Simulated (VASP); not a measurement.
A run of VASP 6.6.1 is set up as follows.

File POSCAR:

```
Ge
1.0
    0.0000000000      2.8857400000      5.1156650000
    2.6304970000      0.0000000000      5.1156650000
    2.6304970000      2.8857400000      0.0000000000
Ge
4
Direct
    0.7264900000      0.2735100000      0.7264900000
    0.2735100000      0.7264900000      0.2735100000
    0.2181330000      0.2181330000      0.7818670000
    0.7818670000      0.7818670000      0.2181330000
```

The input INCAR.step1:

```
PREC     = Accurate       # precision mode
ENCUT    = 520            # plane-wave cutoff, eV
EDIFF    = 1E-5           # SCF threshold, eV
ISMEAR   = -1             # smearing method
SIGMA    = 0.05           # smearing width, eV
LREAL    = False          # projectors in reciprocal space
LASPH    = True           # aspherical terms in the spheres
NELM     = 60             # most SCF steps
ALGO     = Normal         # electronic algorithm
ISIF     = 2              # what is computed and relaxed
LWAVE    = True           # write WAVECAR
GGA      = PE             # functional
```

The input INCAR.step2:

```
PREC     = Accurate       # precision mode
ENCUT    = 520            # plane-wave cutoff, eV
EDIFF    = 1E-6           # SCF threshold, eV
ISMEAR   = -1             # smearing method
SIGMA    = 0.05           # smearing width, eV
LREAL    = False          # projectors in reciprocal space
LASPH    = True           # aspherical terms in the spheres
NELM     = 60             # most SCF steps
ALGO     = Normal         # electronic algorithm
ISIF     = 2              # what is computed and relaxed
LWAVE    = False          # write WAVECAR
LCHARG   = False          # write CHGCAR
GGA      = PE             # functional
LHFCALC  = True           # exact exchange
HFSCREEN = 0.2            # screening, 1/A
AEXX     = 0.05           # exact-exchange fraction
PRECFOCK = Fast         
ISTART   = 1
```

KPOINTS

```
Automatic mesh
0
Gamma
  4 4 4
```

Potentials or basis: VASP PAW PBE potentials, release 64 (Ge_d).

Command:

```sh
$ cat potpaw_PBE.64/Ge_d/POTCAR > POTCAR
$ cp INCAR.step1 INCAR
$ mpirun -np 1 vasp_std > vasp.out
$ cp INCAR.step2 INCAR
$ mpirun -np 1 vasp_std > vasp.out
```

**Question.** Estimate the largest force.

**Answer.** 0.175 eV/Å.

**Question.** Predict the band gap on the k mesh.

**Answer.** None (metal or under the smearing width).

**Question.** Predict the pressure.

**Answer.** -0.6 GPa.

Forces on the atoms (eV/Å):
```
Ge   0.000  0.175  0.000
Ge   0.000 -0.175  0.000
Ge   0.000  0.000 -0.151
Ge   0.000  0.000  0.151
```

Caveat: the k mesh is coarse (spacing up to 0.43 Å⁻¹), so the values aren't converged, least of all with exact exchange; the PAW data sets were made with another functional, which shifts forces and pressure a little.
